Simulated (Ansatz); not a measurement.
NiO:

```xyz
2
Lattice="0.0000 2.0913 2.0913 2.0913 0.0000 2.0913 2.0913 2.0913 0.0000" Properties=species:S:1:pos:R:3 pbc="T T T"
Ni    0.0000    0.0000    0.0000
O     2.0913    2.0913    2.0913
```

Base run:

- Program: Ansatz 0.2.0
- Functional: PBE
- Potentials or basis: Ansatz PAW
- Cutoff: 420 eV (not typed: the program's choice for these potentials)
- k mesh: 11 × 11 × 11
- Occupations: fermi-dirac, width 0.05 eV
- Spin: collinear spin, ferromagnetic start
- Starting moments: [1.0, 0.0] μB
- Hubbard terms: Ni d U = 4 eV

Its results: band gap on the k mesh 1.27 eV, indirect (least direct gap 2.04 eV); pressure 10.5 GPa; net moment 2.00 μB per cell; site moments Ni +1.68; O +0.25 μB.

Q: The run is repeated on the same cell with these changes: hubbard terms from Ni d U = 4 eV to Ni d U = 2 eV. What comes out?

A: Band gap on the k mesh 0.35 eV, indirect (least direct gap 1.22 eV); pressure 8.8 GPa; net moment 2.00 μB per cell; site moments Ni +1.63; O +0.30 μB.

Caveats: the magnetic or orbital state may not be the lowest; a cell with one magnetic atom can't hold antiferromagnetic order, which such compounds often take.

A k mesh can miss the band edges.
